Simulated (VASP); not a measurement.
Here is a VASP 6.6.1 calculation.

The input INCAR:

```
SYSTEM = NbSi2
ALGO = Normal
EDIFF = 1E-6
ENCUT = 520
GGA = PS
ISIF = 2
ISMEAR = 0
LASPH = .TRUE.
LCHARG = .FALSE.
LREAL = .FALSE.
LWAVE = .FALSE.
NBANDS = 42
NELM = 100
PREC = Accurate
SIGMA = 0.1
```

File KPOINTS:

```
k-points
0
G
  6 6 4
  0 0 0
```

The input POSCAR:

```
NbSi2
1.0
    4.8190000000      0.0000000000      0.0000000000
   -2.4095000000      4.1733764208      0.0000000000
    0.0000000000      0.0000000000      6.5920000000
Nb Si
3 6
Direct
    0.5000000000      0.0000000000      0.5000000000
    0.5000000000      0.5000000000      0.8333333333
    0.0000000000      0.5000000000      0.1666666667
    0.1599000000      0.3198000000      0.5000000000
    0.8401000000      0.1599000000      0.8333333333
    0.6802000000      0.8401000000      0.1666666667
    0.8401000000      0.6802000000      0.5000000000
    0.1599000000      0.8401000000      0.8333333333
    0.3198000000      0.1599000000      0.1666666667
```

Potentials or basis: VASP PAW PBE potentials, release 64 (Nb_sv, Si).

Run with:

```bash
$ cat potpaw_PBE.64/Nb_sv/POTCAR potpaw_PBE.64/Si/POTCAR > POTCAR
$ mpirun -np 1 vasp_std > vasp.out
```

**Question.** Predict the band gap on the k mesh.

**Answer.** None (metal or under the smearing width).

**Question.** What does it give for the pressure?

**Answer.** -4.1 GPa.

**Question.** What does it give for the largest force?

**Answer.** 0.018 eV/Å.

Forces on the atoms (eV/Å):
```
Nb   0.000  0.000  0.000
Nb   0.000  0.000  0.000
Nb   0.000  0.000  0.000
Si   0.000 -0.018  0.000
Si   0.016 -0.009  0.000
Si   0.016  0.009  0.000
Si   0.000  0.018  0.000
Si  -0.016  0.009  0.000
Si  -0.016 -0.009  0.000
```

Caveat: the PAW data sets were made with another functional, which shifts forces and pressure a little.
